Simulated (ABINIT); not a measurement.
Crystal: Pt.

```
Pt
1.0
     0.00000    1.96090    1.96090
     1.96090    0.00000    1.96090
     1.96090    1.96090    0.00000
Pt
1
Direct
  0.00000 0.00000 0.00000
```

Base run:

- Program: ABINIT 10.8.3 (patched build)
- Functional: r2SCAN
- Potentials or basis: JTH PAW PBE v2.0
- Cutoff: 517 eV
- k mesh: 12 × 12 × 12
- Occupations: fermi-dirac, width 0.05 eV
- Spin: no spin polarisation

Its results: band gap on the k mesh none (metal or under the smearing width); pressure 6.2 GPa.

Question: After a change of settings the same cell gave: band gap on the k mesh none (metal or under the smearing width); pressure 7.4 GPa. Which change was it?
A. functional from r2SCAN to WC; cutoff from 517 eV to 435 eV; fine-grid cutoff from 1034.03 eV to 870.764 eV
B. functional from r2SCAN to HCTH407; cutoff from 517 eV to 435 eV; fine-grid cutoff from 1034.03 eV to 870.764 eV
C. k mesh from 12 × 12 × 12 to 7 × 7 × 7
D. functional from r2SCAN to PBEsol; cutoff from 517 eV to 435 eV; fine-grid cutoff from 1034.03 eV to 870.764 eV

Answer: C.

Caveats: some runs use coarse meshes; the PAW data sets were made with another functional, which shifts forces and pressure a little; spin-orbit coupling is left out, which moves the levels of the heavy elements (some runs).

Runs at the PBE level aren't shown here.
